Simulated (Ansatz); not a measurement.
# BN: the cost of one run

Method: DFT PBE, scalar-relativistic, plane waves, PAW, in Ansatz 0.2.0.

## 1. Starting point

The structure is cubic, space group F-43m (No. 216). Conventional cell: a = 3.626 Å, b = 3.626 Å, c = 3.626 Å, α = 90.00°, β = 90.00°, γ = 90.00°. B (site symmetry -43m) has 4 N at 1.57 Å as nearest neighbours. N (site symmetry -43m) has 4 B at 1.57 Å as nearest neighbours.

As a file:

```cif
data_structure
_symmetry_space_group_name_H-M 'P 1'
_symmetry_Int_Tables_number 1
_cell_length_a 7.6919
_cell_length_b 7.6919
_cell_length_c 7.6919
_cell_angle_alpha 60.000
_cell_angle_beta 60.000
_cell_angle_gamma 60.000
_cell_volume 321.80
loop_
_atom_site_label
_atom_site_type_symbol
_atom_site_fract_x
_atom_site_fract_y
_atom_site_fract_z
_atom_site_occupancy
B1 B 0.00000 0.00000 0.00000 1
B2 B 0.00000 0.00000 0.33333 1
B3 B 0.00000 0.00000 0.66667 1
B4 B 0.00000 0.33333 0.00000 1
B5 B 0.00000 0.33333 0.33333 1
B6 B 0.00000 0.33333 0.66667 1
B7 B 0.00000 0.66667 0.00000 1
B8 B 0.00000 0.66667 0.33333 1
B9 B 0.00000 0.66667 0.66667 1
B10 B 0.33333 0.00000 0.00000 1
B11 B 0.33333 0.00000 0.33333 1
B12 B 0.33333 0.00000 0.66667 1
B13 B 0.33333 0.33333 0.00000 1
B14 B 0.33333 0.33333 0.33333 1
B15 B 0.33333 0.33333 0.66667 1
B16 B 0.33333 0.66667 0.00000 1
B17 B 0.33333 0.66667 0.33333 1
B18 B 0.33333 0.66667 0.66667 1
B19 B 0.66667 0.00000 0.00000 1
B20 B 0.66667 0.00000 0.33333 1
B21 B 0.66667 0.00000 0.66667 1
B22 B 0.66667 0.33333 0.00000 1
B23 B 0.66667 0.33333 0.33333 1
B24 B 0.66667 0.33333 0.66667 1
B25 B 0.66667 0.66667 0.00000 1
B26 B 0.66667 0.66667 0.33333 1
B27 B 0.66667 0.66667 0.66667 1
N1 N 0.25000 0.25000 0.25000 1
N2 N 0.25000 0.25000 0.58333 1
N3 N 0.25000 0.25000 0.91667 1
N4 N 0.25000 0.58333 0.25000 1
N5 N 0.25000 0.58333 0.58333 1
N6 N 0.25000 0.58333 0.91667 1
N7 N 0.25000 0.91667 0.25000 1
N8 N 0.25000 0.91667 0.58333 1
N9 N 0.25000 0.91667 0.91667 1
N10 N 0.58333 0.25000 0.25000 1
N11 N 0.58333 0.25000 0.58333 1
N12 N 0.58333 0.25000 0.91667 1
N13 N 0.58333 0.58333 0.25000 1
N14 N 0.58333 0.58333 0.58333 1
N15 N 0.58333 0.58333 0.91667 1
N16 N 0.58333 0.91667 0.25000 1
N17 N 0.58333 0.91667 0.58333 1
N18 N 0.58333 0.91667 0.91667 1
N19 N 0.91667 0.25000 0.25000 1
N20 N 0.91667 0.25000 0.58333 1
N21 N 0.91667 0.25000 0.91667 1
N22 N 0.91667 0.58333 0.25000 1
N23 N 0.91667 0.58333 0.58333 1
N24 N 0.91667 0.58333 0.91667 1
N25 N 0.91667 0.91667 0.25000 1
N26 N 0.91667 0.91667 0.58333 1
N27 N 0.91667 0.91667 0.91667 1
```

The runs take a perfect supercell of 54 atoms; the defect goes to fractional position (0.250, 0.250, 0.250).

## 2. The perfect supercell

input.yaml

```yaml
crystal:
  lattice:
    - [0.0, 5.439003, 5.439003]
    - [5.439003, 0.0, 5.439003]
    - [5.439003, 5.439003, 0.0]
  atoms:
    - { symbol: B, position: [0.0, 0.0, 0.0] }
    - { symbol: B, position: [0.0, 0.0, 0.333333] }
    - { symbol: B, position: [0.0, 0.0, 0.666667] }
    - { symbol: B, position: [0.0, 0.333333, 0.0] }
    - { symbol: B, position: [0.0, 0.333333, 0.333333] }
    - { symbol: B, position: [0.0, 0.333333, 0.666667] }
    - { symbol: B, position: [0.0, 0.666667, 0.0] }
    - { symbol: B, position: [0.0, 0.666667, 0.333333] }
    - { symbol: B, position: [0.0, 0.666667, 0.666667] }
    - { symbol: B, position: [0.333333, 0.0, 0.0] }
    - { symbol: B, position: [0.333333, 0.0, 0.333333] }
    - { symbol: B, position: [0.333333, 0.0, 0.666667] }
    - { symbol: B, position: [0.333333, 0.333333, 0.0] }
    - { symbol: B, position: [0.333333, 0.333333, 0.333333] }
    - { symbol: B, position: [0.333333, 0.333333, 0.666667] }
    - { symbol: B, position: [0.333333, 0.666667, 0.0] }
    - { symbol: B, position: [0.333333, 0.666667, 0.333333] }
    - { symbol: B, position: [0.333333, 0.666667, 0.666667] }
    - { symbol: B, position: [0.666667, 0.0, 0.0] }
    - { symbol: B, position: [0.666667, 0.0, 0.333333] }
    - { symbol: B, position: [0.666667, 0.0, 0.666667] }
    - { symbol: B, position: [0.666667, 0.333333, 0.0] }
    - { symbol: B, position: [0.666667, 0.333333, 0.333333] }
    - { symbol: B, position: [0.666667, 0.333333, 0.666667] }
    - { symbol: B, position: [0.666667, 0.666667, 0.0] }
    - { symbol: B, position: [0.666667, 0.666667, 0.333333] }
    - { symbol: B, position: [0.666667, 0.666667, 0.666667] }
    - { symbol: "N", position: [0.25, 0.25, 0.25] }
    - { symbol: "N", position: [0.25, 0.25, 0.583333] }
    - { symbol: "N", position: [0.25, 0.25, 0.916667] }
    - { symbol: "N", position: [0.25, 0.583333, 0.25] }
    - { symbol: "N", position: [0.25, 0.583333, 0.583333] }
    - { symbol: "N", position: [0.25, 0.583333, 0.916667] }
    - { symbol: "N", position: [0.25, 0.916667, 0.25] }
    - { symbol: "N", position: [0.25, 0.916667, 0.583333] }
    - { symbol: "N", position: [0.25, 0.916667, 0.916667] }
    - { symbol: "N", position: [0.583333, 0.25, 0.25] }
    - { symbol: "N", position: [0.583333, 0.25, 0.583333] }
    - { symbol: "N", position: [0.583333, 0.25, 0.916667] }
    - { symbol: "N", position: [0.583333, 0.583333, 0.25] }
    - { symbol: "N", position: [0.583333, 0.583333, 0.583333] }
    - { symbol: "N", position: [0.583333, 0.583333, 0.916667] }
    - { symbol: "N", position: [0.583333, 0.916667, 0.25] }
    - { symbol: "N", position: [0.583333, 0.916667, 0.583333] }
    - { symbol: "N", position: [0.583333, 0.916667, 0.916667] }
    - { symbol: "N", position: [0.916667, 0.25, 0.25] }
    - { symbol: "N", position: [0.916667, 0.25, 0.583333] }
    - { symbol: "N", position: [0.916667, 0.25, 0.916667] }
    - { symbol: "N", position: [0.916667, 0.583333, 0.25] }
    - { symbol: "N", position: [0.916667, 0.583333, 0.583333] }
    - { symbol: "N", position: [0.916667, 0.583333, 0.916667] }
    - { symbol: "N", position: [0.916667, 0.916667, 0.25] }
    - { symbol: "N", position: [0.916667, 0.916667, 0.583333] }
    - { symbol: "N", position: [0.916667, 0.916667, 0.916667] }
basis:
  ecutwfc: 420
  fft_grid_basis: typed
kpoints:
  mp_grid: { grid: [2, 2, 2] }
hamiltonian:
  xc: pbe
  pseudopotentials: { kind: paw }
scf:
  occupations: { method: gaussian, width: 0.05 }
output:
  forces: true
  stress: false
  eigenvalues: true
  bader: false
  write_density: true
  volumetric_format: npy
```

Started as:

```sh
$ ansatz run input.yaml --threads 4 --pin off --max-ram 10240MiB --backend cpu --events-out ev --progress --plain --runs-dir out
```

**Question.** How long does this run take on 4 threads of Intel Xeon Platinum 8259CL at 2.50GHz (Skylake/Cascade Lake), shared host, and how much memory does it need?

About 4.2 s, with a peak of 1.1 GiB.
